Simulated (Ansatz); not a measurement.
Ge: phonons with PBEsol

**Measured values to compare with.**

From “Electronic and optical properties of SixGe1-x-ySny alloys lattice-matched to Ge”, 2021, arxiv:2109.02782, for a bulk crystal of Ge at 293 K: band gap 0.666 eV (indirect).

Crystal: Ge.

```xyz
2
Lattice="0.0000 2.8289 2.8289 2.8289 0.0000 2.8289 2.8289 2.8289 0.0000" Properties=species:S:1:pos:R:3 pbc="T T T"
Ge    4.2434    4.2434    4.2434
Ge    2.8289    2.8289    2.8289
```

```yaml
Program: Ansatz 0.2.0
Task: phonons
Functional: PBEsol
Potentials_or_basis: Ansatz PAW
Cutoff: "420 eV (not typed: the program's choice for these potentials)"
k_mesh: 6 × 6 × 6
Occupations: fermi-dirac, width 0.05 eV
Spin: no spin polarisation
q_mesh: 2 × 2 × 2
Path: "[[\"G\", \"X\", \"W\", \"K\", \"G\", \"L\", \"U\", \"W\", \"L\", \"K\"], [\"U\", \"X\"]]"
Points_for_each_segment_of_the_path: 8
```

The band gap on the k mesh is none (metal or under the smearing width) and the highest phonon frequency is 279 cm⁻¹.

Levels at points of the mesh, in eV from the Fermi level:
```csv
k point,band 12,band 13,band 14,band 15,band 16,band 17
"(0.00, 0.00, 0.00)",-0.04,-0.02,-0.02,-0.02,2.50,2.50
"(0.00, 0.00, -0.50)",-7.65,-1.43,-1.43,0.09,3.68,3.68
"(0.00, -0.50, -0.50)",-8.92,-3.11,-3.11,0.64,0.64,9.46
```

Phonon frequencies in cm⁻¹ (negative: imaginary):
| q point | frequencies |
| --- | --- |
| (0.000, 0.000, 0.000) | 0 0 0 267 267 267 |
| (0.000, 0.000, -0.500) | 54 54 209 232 279 279 |
| (0.000, -0.500, -0.500) | 71 71 232 232 265 265 |

Wall time 43 s on 2 threads of Intel(R) Xeon(R) Processor @ 2.50GHz (Skylake/Cascade Lake), on a shared host, peak memory 0.54 GiB.

Measured gap of Ge: 0.666 eV (indirect; 293 K; “Electronic and optical properties of SixGe1-x-ySny alloys lattice-matched to Ge”, 2021, arxiv:2109.02782). This calculation gives 0.00 eV (-0.67 eV). 3 values of this kind are on record (0.666 to 0.807 eV); this one was drawn at random among those near their median. Spin-orbit coupling on Ge is left out. The value is that of PBEsol on a finite k mesh, which can miss the band edges, without temperature or zero-point motion. Semilocal functionals fall short of measured gaps as a rule.

Caveat: the q mesh is small, so phonon branches between its points and thermal values are rough; this crystal is a semiconductor, whose small gap the functional closes, so the metal is an error of the method.
